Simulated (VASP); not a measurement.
# GaSb in VASP: one cell, several levels of theory

Aim: gap, levels, forces and stress of rocksalt GaSb at fixed geometry. Runs: PBE, r2SCAN, LDA, PBEsol, PBE+SOC. The results are then set beside those of Ansatz 0.2.0 for the same cell. This is a trial cell built on a prototype, not taken from a measured structure, and it needn't be the compound's ground state.

The runs shown are made with VASP 6.6.1. PAW datasets, plane waves. (Calculated; spin-unpolarised; the phase may be known or hypothetical.)

### 1 The system as given

The cell comes from an earlier relaxation with r2SCAN in another program.

The symmetry is Fm-3m (No. 225, cubic); conventional cell a = 5.746 Å, 23.72 Å³ an atom. Ga has 6 Sb at 2.87 Å; Sb has 6 Ga at 2.87 Å.

As a file:

```cif
data_structure
_symmetry_space_group_name_H-M 'P 1'
_symmetry_Int_Tables_number 1
_cell_length_a 4.0632
_cell_length_b 4.0632
_cell_length_c 4.0632
_cell_angle_alpha 60.000
_cell_angle_beta 60.000
_cell_angle_gamma 60.000
_cell_volume 47.43
loop_
_atom_site_label
_atom_site_type_symbol
_atom_site_fract_x
_atom_site_fract_y
_atom_site_fract_z
_atom_site_occupancy
Ga1 Ga 0.00000 0.00000 0.00000 1
Sb1 Sb 0.50000 0.50000 0.50000 1
```

### 2 PBE

Contents of INCAR:

```
ENCUT = 520.000000
SIGMA = 0.020000
EDIFF = 1.00e-07
GGA = PE
PREC = Accurate
IBRION = -1
ISIF = 2
ISMEAR = -1
NBANDS = 16
NELM = 120
NSW = 0
LASPH = .TRUE.
LCHARG = .TRUE.
LELF = .TRUE.
LWAVE = .FALSE.
LREAL = .FALSE.
```

Contents of KPOINTS:

```
KPOINTS created by Atomic Simulation Environment
0
Gamma
8 8 8
0 0 0
```

Contents of KPOINTS_OPT:

```
special points
7
Reciprocal
0.0000000000 0.0000000000 0.0000000000 1
0.5000000000 0.0000000000 0.5000000000 1
0.5000000000 0.2500000000 0.7500000000 1
0.3750000000 0.3750000000 0.7500000000 1
0.5000000000 0.5000000000 0.5000000000 1
0.6250000000 0.2500000000 0.6250000000 1
0.1875000000 0.1875000000 0.3750000000 1
```

Contents of POSCAR:

```
Ga Sb
 1.0000000000000000
     0.0000000000000000    2.8731179418333888    2.8731179418333888
     2.8731179418333888   -0.0000000000000000    2.8731179418333888
     2.8731179418333888    2.8731179418333888   -0.0000000000000000
 Ga  Sb
   1   1
Cartesian
 -0.0000000000000000 -0.0000000000000000 -0.0000000000000000
  2.8731179418333888  2.8731179418333888  2.8731179418333888
```

Potentials: the recommended PBE PAW datasets, 18 valence electrons in the neutral cell.

Command:

```sh
mpirun -np 1 vasp_std
```

Standard output, without the iteration lines:

```text
POSCAR found type information on POSCAR GaSb
 POSCAR found :  2 types and       2 ions
 LDA part: xc-table for (Slater+PW92), standard interpolation
 POSCAR, INCAR and KPOINTS ok, starting setup
 FFT: planning ... GRIDC
 FFT: planning ... GRID_SOFT
 FFT: planning ... GRID
 WAVECAR not read
 entering main loop
 Start KPOINTS_OPT (optional k-point list driver)
k-point batch [1-7\7]
```

OSZICAR:

```text
N       E                     dE             d eps       ncg     rms          rms(c)
DAV:   1     0.776952927957E+02    0.77695E+02   -0.86369E+03   968   0.149E+03
DAV:   2    -0.153595501551E+01   -0.79231E+02   -0.76379E+02  1120   0.299E+02
DAV:   3    -0.690553828639E+01   -0.53696E+01   -0.53395E+01  1168   0.609E+01
DAV:   4    -0.698834820784E+01   -0.82810E-01   -0.82803E-01  1072   0.821E+00
DAV:   5    -0.699033067325E+01   -0.19825E-02   -0.19824E-02  1176   0.116E+00    0.245E+00
DAV:   6    -0.697797703932E+01    0.12354E-01   -0.41520E-02  1184   0.346E+00    0.139E+00
DAV:   7    -0.697929330199E+01   -0.13163E-02   -0.98261E-03  1440   0.117E+00    0.288E-01
DAV:   8    -0.697949789048E+01   -0.20459E-03   -0.14765E-03  1176   0.528E-01    0.520E-02
DAV:   9    -0.697951891037E+01   -0.21020E-04   -0.92097E-05  1160   0.111E-01    0.962E-03
DAV:  10    -0.697952102413E+01   -0.21138E-05   -0.86469E-06  1160   0.360E-02    0.246E-03
DAV:  11    -0.697952115465E+01   -0.13052E-06   -0.49235E-07  1056   0.561E-03    0.105E-03
DAV:  12    -0.697952085134E+01    0.30331E-06   -0.11813E-07   928   0.303E-03    0.101E-03
DAV:  13    -0.697952092358E+01   -0.72243E-07   -0.12755E-08   664   0.997E-04
   1 F= -.69795209E+01 E0= -.69790677E+01  d E =-.906469E-03
       N       E                     dE             ncg
DAV:   1     0.106198674283E+04   -0.35470E+04      224
DAV:   2     0.485673757346E+03   -0.57631E+03      264
DAV:   3     0.442974056204E+03   -0.42700E+02      280
DAV:   4     0.442308911669E+03   -0.66514E+00      272
DAV:   5     0.442294693686E+03   -0.14218E-01      272
DAV:   6     0.442293962303E+03   -0.73138E-03      336
DAV:   7     0.442293959980E+03   -0.23222E-05      280
DAV:   8     0.442293959946E+03   -0.34146E-07      240
```

The lines after F= are the extra pass for the points of KPOINTS_OPT, at fixed density; their E is not a total energy.

Parts of OUTCAR:

```text
k-points           NKPTS =     29   k-points in BZ     NKDIM =     29   number of bands    NBANDS=     16

   NELECT =      18.0000    total number of electrons

   dimension x,y,z NGX =    30 NGY =   30 NGZ =   30
   dimension x,y,z NGXF=    60 NGYF=   60 NGZF=   60

  energy-cutoff  :      520.00
  volume of cell :       47.43
      direct lattice vectors                 reciprocal lattice vectors
     0.000000000  2.873117942  2.873117942    -0.174026967  0.174026967  0.174026967
     2.873117942  0.000000000  2.873117942     0.174026967 -0.174026967  0.174026967
     2.873117942  2.873117942  0.000000000     0.174026967  0.174026967 -0.174026967

 k-points in reciprocal lattice and weights: KPOINTS created by Atomic Simulation Env
   0.00000000  0.00000000  0.00000000       0.002
   0.12500000  0.00000000  0.00000000       0.016
   0.25000000  0.00000000  0.00000000       0.016
   0.37500000  0.00000000  0.00000000       0.016
   0.50000000  0.00000000  0.00000000       0.008
   0.12500000  0.12500000  0.00000000       0.012
   0.25000000  0.12500000  0.00000000       0.047
   0.37500000  0.12500000  0.00000000       0.047
[... 21 more k-points ...]

 E-fermi :   6.4565

 k-point     1 :       0.0000    0.0000    0.0000
  band No.  band energies     occupation
      1      -8.2324      2.00000
      2      -8.2324      2.00000
      3      -8.2107      2.00000
      4      -8.2107      2.00000
      5      -8.2107      2.00000
      6      -5.3510      2.00000
      7       6.5658      0.00845
      8       6.7547      0.00000
      9       6.7547      0.00000
     10       6.7547      0.00000
     11      12.8591      0.00000
     12      12.8591      0.00000
     13      12.8591      0.00000
     14      12.9153      0.00000
     15      12.9153      0.00000
     16      12.9153      0.00000

 k-point     2 :       0.1250    0.0000    0.0000
  band No.  band energies     occupation
      1      -8.2351      2.00000
      2      -8.2351      2.00000
      3      -8.2110      2.00000
      4      -8.2088      2.00000
      5      -8.2088      2.00000
      6      -5.1511      2.00000
      7       4.4690      2.00000
      8       6.7482      0.00000
      9       6.7482      0.00000
     10       8.2926      0.00000
     11      11.8382      0.00000
     12      11.8382      0.00000
     13      12.1303      0.00000
     14      12.8551      0.00000
     15      13.3344      0.00000
     16      13.3344      0.00000

 k-point     3 :       0.2500    0.0000    0.0000
  band No.  band energies     occupation
      1      -8.2423      2.00000
      2      -8.2423      2.00000
      3      -8.2120      2.00000
      4      -8.2035      2.00000
      5      -8.2035      2.00000
      6      -4.5620      2.00000
      7       2.2213      2.00000
      8       6.7876      0.00000
      9       6.7876      0.00000
     10       8.9240      0.00000
     11      10.3883      0.00000
     12      10.3883      0.00000
     13      11.0370      0.00000
     14      13.7881      0.00000
     15      14.4839      0.00000
     16      14.4839      0.00000

 k-point     4 :       0.3750    0.0000    0.0000
  band No.  band energies     occupation
      1      -8.2500      2.00000
      2      -8.2500      2.00000
      3      -8.2134      2.00000
      4      -8.1977      2.00000
      5      -8.1977      2.00000
      6      -3.6515      2.00000
      7       0.2395      2.00000
      8       6.9437      0.00000
      9       6.9437      0.00000
     10       9.1041      0.00000
     11       9.2645      0.00000
     12       9.2645      0.00000
     13      10.0916      0.00000
     14      15.7771      0.00000
     15      16.2244      0.00000
     16      16.2244      0.00000

 k-point     5 :       0.5000    0.0000    0.0000
  band No.  band energies     occupation
      1      -8.2532      2.00000
      2      -8.2532      2.00000
      3      -8.2141      2.00000
      4      -8.1953      2.00000
      5      -8.1953      2.00000
      6      -2.9436      2.00000
      7      -0.8362      2.00000
      8       7.0798      0.00000
      9       7.0798      0.00000
     10       8.7907      0.00000
     11       8.7907      0.00000
     12       9.3443      0.00000
     13       9.5412      0.00000
     14      17.9801      0.00000
     15      18.2641      0.00000
     16      18.2641      0.00000

 k-point     6 :       0.1250    0.1250    0.0000
  band No.  band energies     occupation
      1      -8.2415      2.00000
      2      -8.2309      2.00000
      3      -8.2124      2.00000
      4      -8.2076      2.00000
      5      -8.2076      2.00000
      6      -5.0834      2.00000
      7       4.6117      2.00000
      8       6.1966      2.00000
      9       6.1966      2.00000
     10       9.0938      0.00000
     11      10.2879      0.00000
     12      11.8117      0.00000
     13      13.0607      0.00000
     14      13.0607      0.00000
     15      14.0413      0.00000
     16      14.0413      0.00000

 k-point     7 :       0.2500    0.1250    0.0000
  band No.  band energies     occupation
      1      -8.2518      2.00000
      2      -8.2331      2.00000
      3      -8.2132      2.00000
      4      -8.2041      2.00000
      5      -8.2026      2.00000
      6      -4.6214      2.00000
      7       2.9547      2.00000
      8       5.8560      2.00000
      9       6.2328      1.99997
     10       8.2438      0.00000
     11      10.6111      0.00000
     12      11.7709      0.00000
     13      12.3208      0.00000
     14      12.6684      0.00000
     15      15.1145      0.00000
     16      15.2435      0.00000

 k-point     8 :       0.3750    0.1250    0.0000
  band No.  band energies     occupation
      1      -8.2601      2.00000
      2      -8.2408      2.00000
      3      -8.2127      2.00000
      4      -8.2006      2.00000
      5      -8.1967      2.00000
      6      -3.8075      2.00000
      7       0.9785      2.00000
      8       5.8350      2.00000
      9       6.1766      2.00000
     10       7.3437      0.00000
     11      10.9204      0.00000
     12      11.0786      0.00000
     13      11.7527      0.00000
     14      13.1050      0.00000
     15      16.8139      0.00000
     16      16.9472      0.00000

[... the tables of k-points 9 to 29 left out ...]

  Total        0.5144813      0.5144813      0.5144813     -0.0000000     -0.0000000      0.0000000
  in kB       17.3776019     17.3776019     17.3776019     -0.0000000     -0.0000000      0.0000000
  external PRESSURE =      17.3776019 kB  Pullay stress =       0.0000000 kB

 POSITION                                       TOTAL-FORCE (eV/Angst)
 -----------------------------------------------------------------------------------
      0.00000      0.00000      0.00000        -0.000000     -0.000000      0.000000
      2.87312      2.87312      2.87312         0.000000      0.000000     -0.000000
 -----------------------------------------------------------------------------------
    total drift:                               -0.000000      0.000000      0.000000

  FREE ENERGIE OF THE ION-ELECTRON SYSTEM (eV)
  ---------------------------------------------------
  free  energy   TOTEN  =        -6.9795209236 eV

  energy  without entropy=       -6.9786144542  energy(sigma->0) =       -6.97906769
```

Hardware: 1 MPI rank of Intel Xeon Platinum 8488C, shared host.

The levels at the points of KPOINTS_OPT are read from vasprun.xml.

Band energies at the special points (eV, zero at the top of v, the last band that the electrons fill by count):

```tsv
point	v−1	v	c	c+1
Γ	-0.72	-0.72	-0.72	5.38
X	-4.81	-3.29	-3.29	2.13
W	-4.98	-4.98	1.30	2.46
K	-5.48	-2.63	-1.58	4.47
L	-0.39	-0.39	1.32	1.32
U	-5.48	-2.63	-1.58	4.47
```

PBE: no gap; the band counted as the lowest empty one dips 3.29 eV below the top of the last filled one. Pressure: 1.74 GPa; the forces vanish within 0.01 eV/Å.

The maps below are laid out on this run's own conventional cell (a, b, c = 5.746, 5.746, 5.746 Å).

Density in a lattice plane of the grid's cell (edges 5.75 and 5.75 Å, at 0.000 of the third edge), which holds Ga and Sb.

Values in e/Å³, 12 rows by 12 columns:
```
 6.80  2.57  0.29  0.21  0.33  0.31  0.11  0.31  0.33  0.21  0.29  2.57
 0.47  0.29  0.15  0.12  0.20  0.33  0.39  0.33  0.20  0.12  0.15  0.29
 0.27  0.21  0.12  0.09  0.12  0.21  0.27  0.21  0.12  0.08  0.12  0.21
 0.39  0.33  0.20  0.12  0.15  0.29  0.47  0.29  0.15  0.12  0.20  0.33
 0.11  0.31  0.33  0.21  0.29  2.57  6.80  2.57  0.29  0.21  0.33  0.31
-0.37  0.11  0.39  0.27  0.47  6.80 16.50  6.80  0.47  0.27  0.39  0.11
 0.11  0.31  0.33  0.21  0.29  2.57  6.80  2.57  0.29  0.21  0.33  0.31
 0.39  0.33  0.20  0.12  0.15  0.29  0.47  0.29  0.15  0.12  0.20  0.33
 0.27  0.21  0.12  0.08  0.12  0.21  0.27  0.21  0.12  0.09  0.12  0.21
 0.47  0.29  0.15  0.12  0.20  0.33  0.39  0.33  0.20  0.12  0.15  0.29
 6.80  2.57  0.29  0.21  0.33  0.31  0.11  0.31  0.33  0.21  0.29  2.57
16.50  6.80  0.47  0.27  0.39  0.11 -0.37  0.11  0.39  0.27  0.47  6.80
```
Columns run along the first of these edges and rows up along the second, over one cell in 12 and 12 even steps from the bottom left corner. Atoms in the plane (fractional): Ga at (0.00, 0.00), Ga at (0.50, 0.50), Sb at (0.00, 0.50), Sb at (0.50, 0.00).

ELF in the same plane.

Ten even steps from ' ' (0.08) to '@' (0.83):
```
    ..----==##%%@@@@@@%%##%%@@@@@@%%##==----..  
....::----==++##@@@@@@@@@@@@@@@@@@##++==----::..
--------------++##%%@@@@@@@@@@%%##++------------
======--::....::++##%%@@@@@@%%##++::....::--====
####**==::..  ..::==**######**==::..  ..::==**##
@@@@%%##++::....::--==========--::....::++##%%@@
@@@@@@%%##++--------------------------++##%%@@@@
@@@@@@@@@@##++==----::......::----==++##@@@@@@@@
##%%@@@@@@%%##==----..      ..----==##%%@@@@@@%%
**##%%@@@@@@##++--::    ++    ::--++##@@@@@@%%##
##%%@@@@@@%%##==----..      ..----==##%%@@@@@@%%
@@@@@@@@@@##++==----::......::----==++##@@@@@@@@
@@@@@@%%##++--------------------------++##%%@@@@
@@@@%%##++::....::--==========--::....::++##%%@@
####**==::..  ..::==**######**==::..  ..::==**##
======--::....::++##%%@@@@@@%%##++::....::--====
--------------++##%%@@@@@@@@@@%%##++------------
....::----==++##@@@@@@@@@@@@@@@@@@##++==----::..
    ..----==##%%@@@@@@%%##%%@@@@@@%%##==----..  
++    ::--++##@@@@@@%%##**##%%@@@@@@##++--::    
```
Columns run along the first of these edges and rows up along the second, over one cell in 24 and 20 even steps from the bottom left corner. Atoms in the plane (fractional): Ga at (0.00, 0.00), Ga at (0.50, 0.50), Sb at (0.00, 0.50), Sb at (0.50, 0.00).

Both are smooth fields of the valence electrons: close to the nuclei they are not physical.

Maxima of ELF outside the ion cores: 0.83 in the shell around Sb, 0.9 Å from Sb.

(Part 1 of 3 ends here.)
